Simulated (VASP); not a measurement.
## HfO2: single point with HSE06

The system is HfO2.

```xyz
3
Lattice="0.0000 2.5575 2.5575 2.5575 0.0000 2.5575 2.5575 2.5575 0.0000" Properties=species:S:1:pos:R:3 pbc="T T T"
Hf    0.0000    0.0000    0.0000
O     3.8363    3.8363    3.8363
O     1.2788    1.2788    1.2788
```

Measurements of this composition are mostly on another form, of space group No. 14.

```yaml
Program: VASP 6.6.1
Task: single point
Functional: HSE06
Potentials_or_basis: VASP PAW PBE potentials, release 64 (Hf_pv, O)
Cutoff: 520 eV
k_mesh: 6 × 6 × 6
Occupations: gaussian, width 0.02 eV
Spin: spin-orbit coupling, no magnetisation
Ladder: gaps
Grid_for_exact_exchange_PRECFOCK: Fast
Screening_parameter: 0.2 1/A
Further_INCAR_settings: ALGO = Normal; EDIFF = 1e-06; NBANDS = 35
```

- Pressure: -13.2 GPa
- Valence electrons inside the program's atomic spheres: Hf 8.14; O 5.13

Wall time 22 min on 4 MPI ranks on Intel(R) Xeon(R) Platinum 8488C (Sapphire Rapids) (shared host), peak memory 0.36 GiB a rank.

Caveat: the PAW data sets were made with another functional, which shifts forces and pressure a little.
